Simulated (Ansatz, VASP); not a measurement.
**ZnSe: VASP beside Ansatz**

The input INCAR:

```
  ALGO = Normal
  EDIFF = 1E-6
  ENCUT = 520
  GGA = PE
  ISIF = 2
  ISMEAR = 0
  LASPH = True
  LCHARG = True
  LELF = True
  LREAL = False
  LVHAR = True
  LWAVE = False
  NBANDS = 16
  NELM = 100
  PREC = Accurate
  SIGMA = 0.05
```

Contents of KPOINTS:

```
k-points
0
Gamma
  6 6 6
```

POSCAR

```
ZnSe
1.0
    0.0000000000      2.6854372960      2.6854372960
    2.6854372960      0.0000000000      2.6854372960
    2.6854372960      2.6854372960      0.0000000000
Zn Se
1 1
Direct
    0.0000000000      0.0000000000      0.0000000000
    0.5000000000      0.5000000000      0.5000000000
```

Input for Ansatz:

```yaml
crystal:
  lattice:
    - [0.0, 2.685437296, 2.685437296]
    - [2.685437296, 0.0, 2.685437296]
    - [2.685437296, 2.685437296, 0.0]
  atoms:
    - { symbol: Zn, position: [0.0, 0.0, 0.0] }
    - { symbol: Se, position: [0.5, 0.5, 0.5] }
basis:
  ecutwfc: 420
kpoints:
  mp_grid: { grid: [6, 6, 6] }
hamiltonian:
  xc: pbe
scf:
  occupations: { method: gaussian, width: 0.05 }
output:
  forces: true
  stress: true
  eigenvalues: true
```

Measurements of this composition are mostly on another form, of space group No. 216.

Alike in both runs: task single point; functional PBE; k mesh 6 × 6 × 6; occupations gaussian, width 0.05 eV; no spin polarisation.

|  | VASP | Ansatz |
| --- | --- | --- |
| version | VASP 6.6.1 | Ansatz 0.2.0 |
| potentials or method | VASP PAW PBE potentials, release 64 (Zn, Se) | scalar-relativistic, plane waves, PAW |
| plane-wave cutoff (eV) | 520 | 420 |
| valence electrons in the cell | 18 | 28 |

VASP gave:

```
gap on the k mesh at the Fermi level (eV) : none
pressure (GPa)                            : 0.2
```

**Question.** Which values does Ansatz return?

**Answer.** gap on the k mesh at the Fermi level (eV): none; pressure (GPa): 0.0.

A gap of «none» marks a metal or a gap that the smearing closes. The two sets of potentials don't hold the same shells in valence.
